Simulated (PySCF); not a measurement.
# Sn (Fd-3m) in PySCF: convergence with k mesh

Aim: find how far k mesh must go before the results for Sn settle, at BLYP. This setting moves, with any that are tied to it; all else stays.

Program: PySCF 2.14.0. These are calculated values, not measurements. Logs are shortened: lines on timing, memory, paths and dates and some standing lists are left out, and cuts for length are marked.

### 1 Starting point

It takes space group Fd-3m (No. 227, cubic). Conventional cell: a = 6.467 Å, b = 6.467 Å, c = 6.467 Å, α = 90.00°, β = 90.00°, γ = 90.00°. Around Sn (site symmetry -43m) lie 4 Sn at 2.80 Å.

This isn't the form of Sn at room conditions, which is tetragonal (white tin).

### 2 With k mesh 2 × 2 × 2

The input, run.py:

```python
import json
import numpy as np
from pyscf.pbc import gto, scf, dft, df

cell = gto.Cell()
cell.basis = 'DZVP-MOLOPT-SR-GTH-q4'
cell.pseudo = 'GTH-PBE-q4'
cell.fromfile('Sn.cif')
cell.ke_cutoff = 50  # hartree
cell.exp_to_discard = 0.02
cell.precision = 1e-08
cell.space_group_symmetry = True
cell.symmorphic = False
cell.max_memory = 2940  # MB
cell.verbose = 4
cell.build()

res = {}
kpts = cell.make_kpts([2, 2, 2], space_group_symmetry=True, time_reversal_symmetry=True)
cell.space_group_symmetry = False  # the mesh holds the operations; no search on the supercells of the integral code
mf = dft.KRKS(cell, kpts, xc='blyp')
mf = mf.multigrid_numint()
mf = mf.smearing(sigma=0.00183747, method='fermi')  # hartree
mf.conv_tol = 1e-07
mf.max_cycle = 60

mf.kernel()
res.update(converged=bool(mf.converged), e_tot=mf.e_tot, nelec=cell.nelectron, nao=cell.nao, mesh=list(map(int, cell.mesh)), a=cell.lattice_vectors().tolist(), coords=cell.atom_coords().tolist(),
           mo_energy=[np.real(x).tolist() for x in mf.mo_energy], mo_occ=[np.real(x).tolist() for x in mf.mo_occ])
res.update(e_free=mf.e_free, e_zero=mf.e_zero)
res.update(kpts=kpts.kpts_scaled_ibz.tolist(), weights=kpts.weights_ibz.tolist())
res['parts'] = {k: float(np.real(v)) for k, v in mf.scf_summary.items() if np.isscalar(v)}
json.dump(res, open('results.json', 'w'))
if not mf.converged:
    raise SystemExit('SCF not converged')

print('levels (eV)')
for i, kp in enumerate(res['kpts'][:40]):
    print('k %7.4f %7.4f %7.4f  ' % tuple(kp), ' '.join('%.3f' % (x * 27.211386) for x in res['mo_energy'][i][:9]))

mf = mf.to_khf()  # unfold to the whole mesh
kpts = mf.kpts
# Mulliken populations
dm, s = np.asarray(mf.make_rdm1()), np.asarray(mf.get_ovlp())
sites = cell.aoslice_by_atom()[:, 2:]
tot = np.einsum('kij,kji->i', dm, s).real / len(kpts)
res['mulliken'] = [cell.atom_charge(i) - tot[a0:a1].sum() for i, (a0, a1) in enumerate(sites)]
print('Mulliken charges', np.round(res['mulliken'], 5))
res['meta_lowdin'] = mf.mulliken_meta()[1].tolist()
res['done'] = True
json.dump(res, open('results.json', 'w'))
```

The input, Sn.cif:

```cif
data_Sn
_cell_length_a 4.57263724
_cell_length_b 4.57263724
_cell_length_c 4.57263724
_cell_angle_alpha 60.00000000
_cell_angle_beta 60.00000000
_cell_angle_gamma 60.00000000
_space_group_name_H-M_alt 'P1'
_space_group_name_Hall 'P 1'
_space_group_IT_number 1
loop_
_space_group_symop_operation_xyz
'x,y,z'
loop_
_atom_site_label
_atom_site_type_symbol
_atom_site_symmetry_multiplicity
_atom_site_Wyckoff_symbol
_atom_site_fract_x
_atom_site_fract_y
_atom_site_fract_z
_atom_site_occupancy
Sn1 Sn 1 a 0.7500000000 0.7500000000 0.7500000000 1
Sn2 Sn 1 a 0.5000000000 0.5000000000 0.5000000000 1
```

Potentials or basis: DZVP-MOLOPT-SR/GTH-PBE (potentials made for PBE).

On the command line:

```sh
$ OMP_NUM_THREADS=2 python -u run.py > log
```

Standard output:

```text
Discarded 0 diffused primitive functions, 0 contracted functions
time reversal: False
k-points in IBZ                         weights
  0:  0.000000,  0.000000,  0.000000    1/8
  1:  0.500000,  0.500000,  0.000000    3/8
  2:  0.500000,  0.500000,  0.500000    4/8

******** <class 'pyscf.pbc.scf.smearing.SmearingKsymAdaptedKRKS'> ********
method = SmearingKsymAdaptedKRKS
initial guess = minao
damping factor = 0
level_shift factor = 0
DIIS = <class 'pyscf.scf.diis.CDIIS'>
diis_start_cycle = 1
diis_space = 8
diis_damp = 0
SCF conv_tol = 1e-07
SCF conv_tol_grad = None
SCF max_cycles = 60
direct_scf = True
direct_scf_tol = 1e-13

******** PBC SCF flags ********
N kpts (BZ) = 8
N kpts (IBZ) = 3
Exchange divergence treatment (exxdiv) = ewald
    madelung (= occupied orbital energy shift) = 0.18759258410519467
    Total energy shift due to Ewald probe charge = -1/2 * Nelec*madelung = -0.750370336421
DF object = <pyscf.pbc.df.fft.FFTDF object>
XC functionals = blyp
small_rho_cutoff = 0
Uniform grid, mesh = [32 32 32]
Set gradient conv threshold to 0.000316228
nelec by numeric integration = 7.998637010948263
init E= -6.80811375326332
    sigma = 0.00183747  Optimized mu = 0.186497705033  entropy = 1.00398056904
nelec by numeric integration = 7.999999999898964
    Total E(T) = -6.81890834098503  Free energy = -6.82075312516122  E0 = -6.81983073307313
cycle= 1 E= -6.81890834098503  delta_E= -0.0108  |g|= 0.0227  |ddm|= 5.73
    sigma = 0.00183747  Optimized mu = 0.186382945042  entropy = 1.00996323884
nelec by numeric integration = 7.999999999879004
    Total E(T) = -6.81928573601524  Free energy = -6.82114151316771  E0 = -6.82021362459147
cycle= 2 E= -6.81928573601524  delta_E= -0.000377  |g|= 0.0054  |ddm|= 0.905
    sigma = 0.00183747  Optimized mu = 0.188230790664  entropy = 1.01058032239
nelec by numeric integration = 7.999999999877286
    Total E(T) = -6.81929292387503  Free energy = -6.82114983490002  E0 = -6.82022137938752
cycle= 3 E= -6.81929292387503  delta_E= -7.19e-06  |g|= 0.00136  |ddm|= 0.0318
    sigma = 0.00183747  Optimized mu = 0.187853230836  entropy = 1.00628127159
nelec by numeric integration = 7.999999999877081
    Total E(T) = -6.8193016816545  Free energy = -6.82115069330262  E0 = -6.82022618747856
cycle= 4 E= -6.8193016816545  delta_E= -8.76e-06  |g|= 1.53e-05  |ddm|= 0.0244
    sigma = 0.00183747  Optimized mu = 0.187857066647  entropy = 1.00628862402
nelec by numeric integration = 7.999999999877076
    Total E(T) = -6.8193016682101  Free energy = -6.82115069336808  E0 = -6.82022618078909
cycle= 5 E= -6.8193016682101  delta_E= 1.34e-08  |g|= 5.34e-08  |ddm|= 7.89e-05
    sigma = 0.00183747  Optimized mu = 0.187857077864  entropy = 1.00628944139
nelec by numeric integration = 7.999999999877072
    Total E(T) = -6.81930166670822  Free energy = -6.82115069336809  E0 = -6.82022618003816
Extra cycle  E= -6.81930166670822  delta_E= 1.5e-09  |g|= 3.07e-08  |ddm|= 4.54e-06
converged SCF energy = -6.81930166670822
levels (eV)
k  0.0000  0.0000  0.0000   -5.501 4.630 5.132 5.132 5.132 7.297 7.297 7.297 13.345
k  0.5000  0.5000  0.0000   -2.436 -2.436 2.598 2.598 5.966 5.966 13.204 13.204 15.708
k  0.5000  0.5000  0.5000   -3.905 -1.223 3.940 3.940 5.181 8.382 8.382 12.867 15.153
Mulliken charges [-0.  0.]
 ** Mulliken pop on meta-lowdin orthogonal AOs **
 ** Mulliken pop  **
pop of  0 Sn 5s           1.45129
pop of  0 Sn 6s           0.00128
pop of  0 Sn 5px          0.84521
pop of  0 Sn 5py          0.84521
pop of  0 Sn 5pz          0.84521
pop of  0 Sn 6px          0.00085
pop of  0 Sn 6py          0.00085
pop of  0 Sn 6pz          0.00085
pop of  0 Sn 5dxy         0.00201
pop of  0 Sn 5dyz         0.00123
pop of  0 Sn 5dz^2        0.00279
pop of  0 Sn 5dxz         0.00123
pop of  0 Sn 5dx2-y2      0.00201
pop of  1 Sn 5s           1.45129
pop of  1 Sn 6s           0.00128
pop of  1 Sn 5px          0.84521
pop of  1 Sn 5py          0.84521
pop of  1 Sn 5pz          0.84521
pop of  1 Sn 6px          0.00085
pop of  1 Sn 6py          0.00085
pop of  1 Sn 6pz          0.00085
pop of  1 Sn 5dxy         0.00201
pop of  1 Sn 5dyz         0.00123
pop of  1 Sn 5dz^2        0.00279
pop of  1 Sn 5dxz         0.00123
pop of  1 Sn 5dx2-y2      0.00201
 ** Mulliken atomic charges  **
charge of    0Sn =     -0.00000
charge of    1Sn =      0.00000
```

It took 93 s on 2 threads of Arm Neoverse V1, shared host; peak memory 0.25 GiB.

Results:

- Free energy: -185.6130 eV
- Band gap on the k mesh: none (metal or under the smearing width)

### 3 With k mesh 3 × 3 × 3

run.py, as its differences from that of step 2:

```diff
@@ -18,3 +18,3 @@
 res = {}
-kpts = cell.make_kpts([2, 2, 2], space_group_symmetry=True, time_reversal_symmetry=True)
+kpts = cell.make_kpts([3, 3, 3], space_group_symmetry=True, time_reversal_symmetry=True)
 cell.space_group_symmetry = False  # the mesh holds the operations; no search on the supercells of the integral code
```

Sn.cif is that of step 2.

Potentials or basis: DZVP-MOLOPT-SR/GTH-PBE (potentials made for PBE).

On the command line:

```sh
$ OMP_NUM_THREADS=2 python -u run.py > log
```

Wall time 1.7 min (2 threads of Arm Neoverse V1, shared host); peak memory 0.48 GiB.

The run converged. Its results:

```yaml
Free_energy: -187.2588 eV
Band_gap_on_the_k_mesh: none (metal or under the smearing width)
```

### 4 With k mesh 4 × 4 × 4

run.py, as its differences from that of step 3:

```diff
@@ -18,3 +18,3 @@
 res = {}
-kpts = cell.make_kpts([3, 3, 3], space_group_symmetry=True, time_reversal_symmetry=True)
+kpts = cell.make_kpts([4, 4, 4], space_group_symmetry=True, time_reversal_symmetry=True)
 cell.space_group_symmetry = False  # the mesh holds the operations; no search on the supercells of the integral code
```

Sn.cif is that of step 3.

On the command line:

```sh
$ OMP_NUM_THREADS=2 python -u run.py > log
```

Wall time 2.1 min (2 threads of Arm Neoverse V1, shared host); peak memory 0.92 GiB.

Results (log left out):

```yaml
Free_energy: -187.6404 eV
Band_gap_on_the_k_mesh: none (metal or under the smearing width)
```

### 5 With k mesh 5 × 5 × 5

run.py, as its differences from that of step 4:

```diff
@@ -18,3 +18,3 @@
 res = {}
-kpts = cell.make_kpts([4, 4, 4], space_group_symmetry=True, time_reversal_symmetry=True)
+kpts = cell.make_kpts([5, 5, 5], space_group_symmetry=True, time_reversal_symmetry=True)
 cell.space_group_symmetry = False  # the mesh holds the operations; no search on the supercells of the integral code
```

Sn.cif is that of step 4.

On the command line:

```sh
$ OMP_NUM_THREADS=2 python -u run.py > log
```

It took 3.9 min on 2 threads of Arm Neoverse V1, shared host; peak memory 1.6 GiB.

It converged, with:

* Free energy: -187.7549 eV
* Band gap on the k mesh: none (metal or under the smearing width)

### 6 With k mesh 6 × 6 × 6

run.py, as its differences from that of step 5:

```diff
@@ -18,3 +18,3 @@
 res = {}
-kpts = cell.make_kpts([5, 5, 5], space_group_symmetry=True, time_reversal_symmetry=True)
+kpts = cell.make_kpts([6, 6, 6], space_group_symmetry=True, time_reversal_symmetry=True)
 cell.space_group_symmetry = False  # the mesh holds the operations; no search on the supercells of the integral code
```

Sn.cif is that of step 5.

Potentials or basis: DZVP-MOLOPT-SR/GTH-PBE (potentials made for PBE).

On the command line:

```sh
$ OMP_NUM_THREADS=2 python -u run.py > log
```

It took 12 min on 2 threads of Arm Neoverse V1, shared host; peak memory 3.9 GiB.

Results (log left out):

```yaml
Free_energy: -187.7962 eV
Band_gap_on_the_k_mesh: none (metal or under the smearing width)
```

### 7 With k mesh 7 × 7 × 7

run.py, as its differences from that of step 6:

```diff
@@ -18,3 +18,3 @@
 res = {}
-kpts = cell.make_kpts([6, 6, 6], space_group_symmetry=True, time_reversal_symmetry=True)
+kpts = cell.make_kpts([7, 7, 7], space_group_symmetry=True, time_reversal_symmetry=True)
 cell.space_group_symmetry = False  # the mesh holds the operations; no search on the supercells of the integral code
```

Sn.cif is that of step 6.

On the command line:

```sh
$ OMP_NUM_THREADS=2 python -u run.py > log
```

Wall time 13 min (2 threads of Arm Neoverse V1, shared host).

The calculation hadn't finished when its time ran out.

### 8 Summary

| k mesh | energy less the tightest run, at zero smearing (meV/atom) | SCF cycles | CPU time (s) | peak memory (GiB) |
| --- | --- | --- | --- | --- |
| 2 × 2 × 2 | 1103.77 | 5 | 180 | 0.25 |
| 3 × 3 × 3 | 270.47 | 5 | 200 | 0.48 |
| 4 × 4 × 4 | 78.88 | 5 | 240 | 0.92 |
| 5 × 5 × 5 | 20.93 | 5 | 430 | 1.6 |
| 6 × 6 × 6 | 0.00 | 5 | 1300 | 3.9 |
| 7 × 7 × 7 | timed out after 750 s | - | - | - |

Not settled before the last step: the energy (to 1 meV/atom). Meshes of other sizes hit other points, so gaps and Fermi surfaces needn't settle smoothly. The tightest run that finished is the yardstick and may itself not be fully converged.

Caveats: the basis of atomic orbitals isn't converged, which shifts pressures, moduli and gaps.
